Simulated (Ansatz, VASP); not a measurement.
**One calculation of CdS (Hawleyite), two programs**

File POSCAR:

```
CdS
1.0
    0.0000000000      2.9165000000      2.9165000000
    2.9165000000      0.0000000000      2.9165000000
    2.9165000000      2.9165000000      0.0000000000
Cd S
1 1
Direct
    0.0000000000      0.0000000000      0.0000000000
    0.7500000000      0.7500000000      0.7500000000
```

INCAR.step1

```
ALGO = Normal ; EDIFF = 1E-4
ENCUT = 520 ; GGA = PE
ISMEAR = -1 ; LASPH = T
LCHARG = F ; LREAL = F
LWAVE = T ; NBANDS = 16
NELM = 100 ; PREC = Accurate
SIGMA = 0.05
```

The input INCAR.step2:

```
ALGO = Normal ; EDIFF = 1E-6
ENCUT = 520 ; ISIF = 2
ISMEAR = -1 ; ISTART = 1
LASPH = T ; LCHARG = F
LMIXTAU = T ; LREAL = F
LWAVE = F ; METAGGA = R2SCAN
NBANDS = 16 ; NELM = 100
PREC = Accurate ; SIGMA = 0.05
```

Contents of KPOINTS:

```
k-points
0
Gamma
  5 5 5
```

The input input.yaml:

```yaml
crystal:
  lattice:
    - [0.0, 2.9165, 2.9165]
    - [2.9165, 0.0, 2.9165]
    - [2.9165, 2.9165, 0.0]
  atoms:
    - { symbol: Cd, position: [0.0, 0.0, 0.0] }
    - { symbol: S, position: [0.75, 0.75, 0.75] }
hamiltonian:
  xc: r2scan
  pseudopotentials: { kind: paw }
kpoints:
  mp_grid: { grid: [5, 5, 5] }
scf:
  occupations: { method: fermi_dirac, width: 0.05 }
  n_extra_bands: 6
output:
  forces: true
  stress: true
  eigenvalues: true
  dos: { projected: true, de: 0.05, nscf_kmesh: { grid: [8, 8, 8] } }
```

Alike in both runs: functional r2SCAN; k mesh 5 × 5 × 5; occupations fermi-dirac, width 0.05 eV; no spin polarisation.

|  | VASP | Ansatz |
| --- | --- | --- |
| version | VASP 6.6.1 | Ansatz 0.2.0 |
| potentials or method | VASP PAW PBE potentials, release 64 (Cd, S) | Ansatz PAW |
| plane-wave cutoff (eV) | 520 | 500 |
| valence electrons in the cell | 18 | 26 |
| task | single point | projected density of states |

VASP gave:

| Quantity | Value |
| --- | --- |
| gap on the k mesh at the Fermi level (eV) | 1.59 |
| least direct gap on the mesh (eV) | 1.59 |
| pressure (GPa) | 1.8 |

Problem. Estimate Ansatz's values.

Solution. gap on the k mesh at the Fermi level (eV): 1.59; least direct gap on the mesh (eV): 1.59; pressure (GPa): 1.5.

The two sets of potentials don't hold the same shells in valence.

Caveats: the PAW data sets were made with another functional, which shifts forces and pressure a little (VASP); odd divisions of the mesh miss points on the zone boundary, where band edges often lie, so the gap on the mesh can be too wide (Ansatz); the PAW data sets come from PBE, with cores solved anew for the run's functional, which leaves a small shift of forces and pressure (Ansatz); the density of states is complete only up to the lowest level of the last band computed (Ansatz). r2SCAN opens gaps a little over a GGA but as a rule still falls short of measured ones.
